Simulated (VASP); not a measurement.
# GaN (F-43m) in VASP: notebook

One crystal, GaN, is run at these levels: PBE; tasks: single point, relaxation of cell and atoms.

Everything below comes from runs of VASP 6.6.1. Logs are shortened: lines on timing, memory, paths and dates and some standing lists are left out, and cuts for length are marked.

**Experimental background.**

From a printed reference work, textbook, for a bulk crystal of GaN at 0 K: band gap 3.299 eV (direct).

How close the calculation comes is told below.

## Step 1: Starting point

Symmetry: F-43m, No. 216, cubic system. The conventional cell has a = 4.548 Å, b = 4.548 Å, c = 4.548 Å, α = 90.00°, β = 90.00°, γ = 90.00°. Around Ga (site symmetry -43m) lie 4 N at 1.97 Å. Around N (site symmetry -43m) lie 4 Ga at 1.97 Å.

The cell is a database's computed one.

## Step 2: Single point, PBE (cell and atoms relaxed tightly for response)

INCAR reads:

```
  ALGO = Fast
  EDIFF = 1E-6
  ENCUT = 520
  GGA = PE
  ISIF = 2
  ISMEAR = 0
  LASPH = True
  LCHARG = False
  LREAL = False
  LWAVE = False
  NBANDS = 16
  NELM = 100
  PREC = Accurate
  SIGMA = 0.01
```

KPOINTS reads:

```
k-points
0
Gamma
  10 10 10
```

POSCAR reads:

```
GaN
1.0
    0.0000000000      2.2742384940      2.2742384940
    2.2742384940      0.0000000000      2.2742384940
    2.2742384940      2.2742384940      0.0000000000
Ga N
1 1
Direct
    0.0000000000      0.0000000000      0.0000000000
    0.7500000000      0.7500000000      0.7500000000
```

Potentials or basis: VASP PAW PBE potentials, release 64 (Ga_d, N).

Run with:

```console
cat potpaw_PBE.64/Ga_d/POTCAR potpaw_PBE.64/N/POTCAR > POTCAR
mpirun -np 1 vasp_std > vasp.out
```

OUTCAR:

```text
EDIFF = 1E-6
   ENCUT = 520
   GGA = PE
   ISIF = 2
   ISMEAR = 0
   LASPH = True
   LREAL = False
   NELM = 100
   PREC = Accurate

 ion  position               nearest neighbor table
   1  0.000  0.000  0.000-   2 1.97   2 1.97   2 1.97   2 1.97
   2  0.750  0.750  0.750-   1 1.97   1 1.97   1 1.97   1 1.97

  LATTYP: Found a face centered cubic cell.
 ALAT       =     4.5484769880

  Lattice vectors:

 A1 = (   0.0000000000,   2.2742384940,   2.2742384940)
 A2 = (   2.2742384940,   0.0000000000,   2.2742384940)
 A3 = (   2.2742384940,   2.2742384940,   0.0000000000)

Analysis of symmetry for initial positions (statically):
=====================================================================
 Subroutine PRICEL returns:
 Original cell was already a primitive cell.

 Routine SETGRP: Setting up the symmetry group for a
 face centered cubic supercell.

 Subroutine GETGRP returns: Found 24 space group operations
 (whereof 24 operations were pure point group operations)
 out of a pool of 48 trial point group operations.

The static configuration has the point symmetry T_d .

Analysis of symmetry for dynamics (positions and initial velocities):
=====================================================================
 Subroutine PRICEL returns:
 Original cell was already a primitive cell.

 Routine SETGRP: Setting up the symmetry group for a
 face centered cubic supercell.

 Subroutine GETGRP returns: Found 24 space group operations
 (whereof 24 operations were pure point group operations)
 out of a pool of 48 trial point group operations.

The dynamic configuration has the point symmetry T_d .

 Subroutine INISYM returns: Found 24 space group operations
 (whereof 24 operations are pure point group operations),
 and found     1 'primitive' translations

----------------------------------------------------------------------------------------

                                     Primitive cell

  volume of cell :      23.5255

  direct lattice vectors                    reciprocal lattice vectors
     0.000000000  2.274238494  2.274238494    -0.219853811  0.219853811  0.219853811
     2.274238494  0.000000000  2.274238494     0.219853811 -0.219853811  0.219853811
     2.274238494  2.274238494  0.000000000     0.219853811  0.219853811 -0.219853811

  length of vectors
     3.216258922  3.216258922  3.216258922     0.380797971  0.380797971  0.380797971

  position of ions in fractional coordinates (direct lattice)
     0.000000000  0.000000000  0.000000000
     0.750000000  0.750000000  0.750000000
[... 73 lines left out ...]
   LSORBIT =      F    spin-orbit coupling
   LASPH  =      T    aspherical Exc in radial PAW
   ENCUT  =  520.0 eV  38.22 Ry    6.18 a.u.   5.98  5.98  5.98*2*pi/ulx,y,z
   NELM   =    100;   NELMIN=  2; NELMDL= -5     # of ELM steps
   EDIFF  = 0.1E-05   stopping-criterion for ELM
   LREAL  =      F    real-space projection
   EDIFFG = 0.1E-04   stopping-criterion for IOM
   NSW    =      0    number of steps for IOM
   IBRION =     -1    ionic relax: 0-MD 1-quasi-New 2-CG
   NFREE  =      0    steps in history (QN), initial steepest desc. (CG)
   ISIF   =      2    stress and relaxation
   ISYM   =      2    0-nonsym 1-usesym 2-fastsym
   POTIM  = 0.5000    time-step for ionic-motion
   TEBEG  =    0.0;   TEEND  =   0.0 temperature during run
   PSTRESS=    0.0 pullay stress
   NELECT =      18.0000    total number of electrons
   NUPDOWN=      -1.0000    fix difference up-down
   EMIN   =  10.00;   EMAX   =-10.00  energy-range for DOS
   EFERMI =   0.00;   METHOD = LEGACY
   ISMEAR =     0;   SIGMA  =   0.01  broadening in eV -4-tet -1-fermi 0-gaus
   EFERMI_NEDOS =   21; number of points for ismear=-14 and -15
   IALGO  =     68    algorithm
   IMIX   =      4    mixing-type and parameters
     AMIX     =   0.40;   BMIX     =  1.00
     AMIX_MAG =   1.60;   BMIX_MAG =  1.00
  volume/ion in A,a.u.               =      11.76        79.38
  Fermi-wavevector in a.u.,A,eV,Ry     =   1.497337  2.829557 30.504523  2.242019
  Thomas-Fermi vector in A             =   2.609238
   LORBIT       =      0    0 simple, 1 ext, 2 COOP (PROOUT), +10 PAW based schemes
   GGA     = PE    functional components
   LHFCALC =     F    Hartree Fock is set to
   AEXX    =    0.0000 exact exchange contribution
   IVDW    =     0    specifies the selected vdW correction
   LEPSILON=     F    determine dielectric tensor
   LRPA    =     F    only Hartree local field effects (RPA)
 non-spin polarized calculation
 RMM-DIIS sequential band-by-band and
 Gauss-broadening in eV      SIGMA  =   0.01
  energy-cutoff  :      520.00
  volume of cell :       23.53
 maximum number of plane-waves:       644
   NGX = 11   NGY = 11   NGZ = 11

 number of electron      17.9999986 magnetization

 Free energy of the ion-electron system (eV)
  ---------------------------------------------------
  ext. energy  EPLUGINS =         0.00000000
  ---------------------------------------------------
  free energy    TOTEN  =       -12.15355509 eV

  energy without entropy =      -12.15355509  energy(sigma->0) =      -12.15355509

 E-fermi :   5.0816     XC(G=0): -11.5206

 val. band max:        4.9863086507   @ k =   0.0000   0.0000   0.0000
 cond. band min:       6.5337873648   @ k =   0.0000   0.0000   0.0000
 fundamental gap:      1.5474787141
 Fermi energy:         5.0816145220

 k-point     1 :       0.0000    0.0000    0.0000
  band No.  band energies     occupation
      1     -10.7161      2.00000
      2      -8.4349      2.00000
      3      -8.4349      2.00000
      4      -8.4349      2.00000
      5      -8.1421      2.00000
      6      -8.1421      2.00000
[... 433 lines left out ...]
      3      -8.2285      2.00000
      4      -8.2284      2.00000
      5      -8.0862      2.00000
      6      -7.1855      2.00000
[... 8 lines left out ...]
     15      26.8478      0.00000
     16      27.1166      0.00000

 [... further k-points ...]
[... 5 lines left out ...]
  --------------------------------------------------------------------------------------
  -------------------------------------------------------------------------------------
  Total        0.0014263      0.0014263      0.0014263     -0.0000000      0.0000000      0.0000000
  in kB        0.0971352      0.0971352      0.0971352     -0.0000000      0.0000000      0.0000000
  external PRESSURE =       0.0971352 kB  Pullay stress =       0.0000000 kB

 VOLUME and BASIS-vectors are now :
 -----------------------------------------------------------------------------
  energy-cutoff  :      520.00
  volume of cell :       23.53
      direct lattice vectors                 reciprocal lattice vectors
     0.000000000  2.274238494  2.274238494    -0.219853811  0.219853811  0.219853811
     2.274238494  0.000000000  2.274238494     0.219853811 -0.219853811  0.219853811
     2.274238494  2.274238494  0.000000000     0.219853811  0.219853811 -0.219853811

 POSITION                                       TOTAL-FORCE (eV/Angst)
 -----------------------------------------------------------------------------------
      0.00000      0.00000      0.00000        -0.000000     -0.000000     -0.000000
      3.41136      3.41136      3.41136         0.000000      0.000000      0.000000
 -----------------------------------------------------------------------------------
    total drift:                               -0.000002     -0.000002     -0.000002

  FREE ENERGIE OF THE ION-ELECTRON SYSTEM (eV)
  ---------------------------------------------------
  free  energy   TOTEN  =       -12.1535550874 eV

  energy  without entropy=      -12.1535550874  energy(sigma->0) =      -12.15355509
```

OSZICAR:

```text
N       E                     dE             d eps       ncg     rms          rms(c)
DAV:   1     0.856476970832E+02    0.85648E+02   -0.93361E+03  1664   0.202E+03
DAV:   2    -0.775007062589E+01   -0.93398E+02   -0.87149E+02  1728   0.337E+02
DAV:   3    -0.140358519020E+02   -0.62858E+01   -0.62608E+01  1776   0.726E+01
DAV:   4    -0.141101902639E+02   -0.74338E-01   -0.74333E-01  1864   0.859E+00
DAV:   5    -0.141112251602E+02   -0.10349E-02   -0.10349E-02  1800   0.917E-01    0.762E+00
RMM:   6    -0.121604907528E+02    0.19507E+01   -0.24749E+00  2154   0.107E+01    0.238E+00
RMM:   7    -0.121583651116E+02    0.21256E-02   -0.19671E-01  2191   0.459E+00    0.165E+00
RMM:   8    -0.121541973818E+02    0.41677E-02   -0.45477E-02  2180   0.212E+00    0.245E-01
RMM:   9    -0.121533358301E+02    0.86155E-03   -0.99833E-03  2498   0.821E-01    0.120E-01
RMM:  10    -0.121535649353E+02   -0.22911E-03   -0.93823E-04  2169   0.282E-01    0.595E-02
RMM:  11    -0.121535528245E+02    0.12111E-04   -0.16365E-04  2402   0.113E-01    0.746E-03
RMM:  12    -0.121535547697E+02   -0.19452E-05   -0.20182E-05  2240   0.423E-02    0.693E-03
RMM:  13    -0.121535550874E+02   -0.31772E-06   -0.30386E-06  1780   0.190E-02
   1 F= -.12153555E+02 E0= -.12153555E+02  d E =-.603152E-44
```

stdout:

```text
POSCAR found type information on POSCAR GaN
 POSCAR found :  2 types and       2 ions
 scaLAPACK will be used
 LDA part: xc-table for (Slater+PW92), standard interpolation
 POSCAR, INCAR and KPOINTS ok, starting setup
 FFT: planning ... GRIDC
 FFT: planning ... GRID_SOFT
 FFT: planning ... GRID
 WAVECAR not read
 entering main loop
```

Wall time 11 s (1 thread of Intel Xeon Platinum 8559C (Emerald Rapids), shared host); peak memory 0.14 GiB.

What came out:

```yaml
Free_energy: -12.1536 eV
Pressure: 0.0 GPa
Band_gap_on_the_k_mesh: 1.55 eV, direct
```

Levels at points of the mesh, in eV from the valence-band top:
| k point | band 7 | band 8 | band 9 | band 10 | band 11 | band 12 |
| --- | --- | --- | --- | --- | --- | --- |
| (0.00, 0.00, 0.00) | 0.00 | 0.00 | 0.00 | 1.55 | 10.13 | 10.13 |
| (0.50, 0.00, 0.00) | -6.86 | -0.93 | -0.93 | 4.45 | 8.59 | 10.22 |
| (0.50, 0.50, 0.00) | -6.01 | -2.61 | -2.61 | 3.35 | 6.50 | 11.52 |

## Step 3: Relaxation of cell and atoms, PBE (cell and atoms relaxed tightly for response)

INCAR reads:

```
SYSTEM = GaN
  PREC = Accurate
  ENCUT = 600
  EDIFF = 1E-6
  ISMEAR = 0
  SIGMA = 0.01
  LREAL = .False.
  LASPH = .True.
  NELM = 100
  ALGO = Fast
  ISIF = 3
  LWAVE = .False.
  LCHARG = .False.
  GGA = PE
  IBRION = 2
  NSW = 80
  EDIFFG = -0.001
```

KPOINTS reads:

```
Automatic mesh
0
Gamma
  10 10 10
  0 0 0
```

POSCAR is that of step 2.

Potentials or basis: VASP PAW PBE potentials, release 64 (Ga_d, N).

Run with:

```console
cat potpaw_PBE.64/Ga_d/POTCAR potpaw_PBE.64/N/POTCAR > POTCAR
mpirun -np 1 vasp_std > vasp.out
```

It took 14 s on 1 thread of Intel Xeon Platinum 8559C (Emerald Rapids), shared host; peak memory 0.16 GiB.

Results (log left out):

```
Free energy             : -12.1551 eV
Pressure after relaxing : 0.0 GPa
Band gap on the k mesh  : 1.55 eV, direct
```

Final structure:
```
Ga N
1.0
     0.00000    2.27424    2.27424
     2.27424    0.00000    2.27424
     2.27424    2.27424    0.00000
Ga N
1 1
Direct
  0.00000 0.00000 0.00000
  0.75000 0.75000 0.75000
```

Levels at points of the mesh, in eV from the valence-band top:
```
           k point  band 7  band 8  band 9  band 10  band 11  band 12
(0.00, 0.00, 0.00)    0.00    0.00    0.00     1.55    10.15    10.15
(0.50, 0.00, 0.00)   -6.86   -0.93   -0.93     4.45     8.68    10.25
(0.50, 0.50, 0.00)   -6.01   -2.61   -2.61     3.35     6.50    11.52
```

Caveat: the relaxation stopped at its first step, so nothing moved.

## Step 4: Single point, PBE

INCAR reads:

```
  ALGO = Normal
  EDIFF = 1E-7
  ENCUT = 520
  GGA = PE
  ISIF = 2
  ISMEAR = 0
  LASPH = True
  LCHARG = False
  LREAL = False
  LWAVE = False
  NBANDS = 16
  NELM = 60
  PREC = Accurate
  SIGMA = 0.02
```

KPOINTS reads:

```
k-points
0
Gamma
  10 10 10
```

POSCAR reads:

```
GaN
1.0
    0.0000000000      2.2742384991      2.2742384991
    2.2742384991      0.0000000000      2.2742384991
    2.2742384991      2.2742384991      0.0000000000
Ga N
1 1
Direct
    0.0000000000      0.0000000000      0.0000000000
    0.7500000000      0.7500000000      0.7500000000
```

Run with:

```console
cat potpaw_PBE.64/Ga_d/POTCAR potpaw_PBE.64/N/POTCAR > POTCAR
mpirun -np 1 vasp_std > vasp.out
```

It took 6.7 s on 1 thread of Intel Xeon 6975P-C (Granite Rapids), shared host; peak memory 0.14 GiB.

It converged, with:

- Free energy: -12.1536 eV
- Pressure: 0.1 GPa
- Band gap on the k mesh: 1.55 eV, direct

Levels at points of the mesh, in eV from the valence-band top:
```
           k point  band 5  band 6  band 7  band 8  band 9  band 10  band 11  band 12  band 13  band 14
(0.00, 0.00, 0.00)  -13.13  -13.13    0.00    0.00    0.00     1.55    10.13    10.13    10.13    17.23
(0.50, 0.00, 0.00)  -13.09  -11.88   -6.86   -0.93   -0.93     4.45     8.59    10.22    10.22    15.40
(0.50, 0.50, 0.00)  -13.06  -11.45   -6.01   -2.61   -2.61     3.34     6.50    11.52    13.67    13.67
```

## Step 5: The runs side by side

```tsv
task	cell	cutoff (eV)	smearing	gap on the mesh (eV)	pressure (GPa)
single point	cell and atoms relaxed tightly for response	520	gaussian 0.01 eV	1.55	0.0
relaxation of cell and atoms	relaxed from: cell and atoms relaxed tightly for response	600	gaussian 0.01 eV	1.55	0.0
single point	as given	520	gaussian 0.02 eV	1.55	0.1
```

Alike in all rows: level PBE; potentials or basis VASP PAW PBE potentials, release 64 (Ga_d, N); no spin polarisation; k mesh 10 × 10 × 10.

Caveats: the relaxation stopped at its first step, so nothing moved (some runs).

Total energies depend on the potentials used, so only differences within one code and one set of settings carry meaning.

## Step 6: How close it comes

Step 4. Against the measured gap of GaN, 3.299 eV (direct; 0 K; a printed reference work, textbook), the calculated 1.55 eV is off by -1.75 eV. So large a miss can be the level of theory's own, or it may mean another phase, state or a wrong row. Spin-orbit coupling on Ga is left out. The value is that of PBE, without temperature or zero-point motion. Semilocal functionals fall short of measured gaps as a rule. The cell is a database's relaxed one, not the measured one, which moves gaps too.
